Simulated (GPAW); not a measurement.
## ZnSe (Stilleite) in GPAW: the effect of volume scale

Crystal: ZnSe (Stilleite).

```
Se Zn
1.0
     0.00000    2.77595    2.77595
     2.77595    0.00000    2.77595
     2.77595    2.77595    0.00000
Se Zn
1 1
Cartesian
  4.1639 4.1639 4.1639
  0.0000 0.0000 0.0000
```

Alike in all runs:

```yaml
Program: GPAW 26.7.0
Task: dielectric tensor
Functional: LDA
Potentials_or_basis: the program's PAW data sets (release 1.2.1) made for this functional
Cutoff: 500 eV
Basis: pw
k_mesh: 7 × 7 × 7
Occupations: fermi-dirac, width 0.001 eV
Spin: no spin polarisation
```

```tsv
volume scale	gap on the mesh (eV)	dielectric constant (mean)
0.94	?	?
0.96	1.21	7.17
1.06	0.82	7.64
0.98	1.13	7.24
1	1.04	7.32
```

Task: What does the run with volume scale 0.94 give?

Result: gap on the mesh 1.30 eV; dielectric constant 7.11 mean.

Worked out: A straight line through the other rows of the gap on the mesh, of slope -3.89 eV per unit of volume scale, extrapolates to 1.28 eV, against the run's 1.30. A parabola through the other rows of the dielectric constant, of slope 2.5  per unit of volume scale there, extrapolates to 7.11 , against the run's 7.11.

Caveats: the long-wavelength limit can be off by several per cent where d states take part.

A k mesh can miss the band edges.
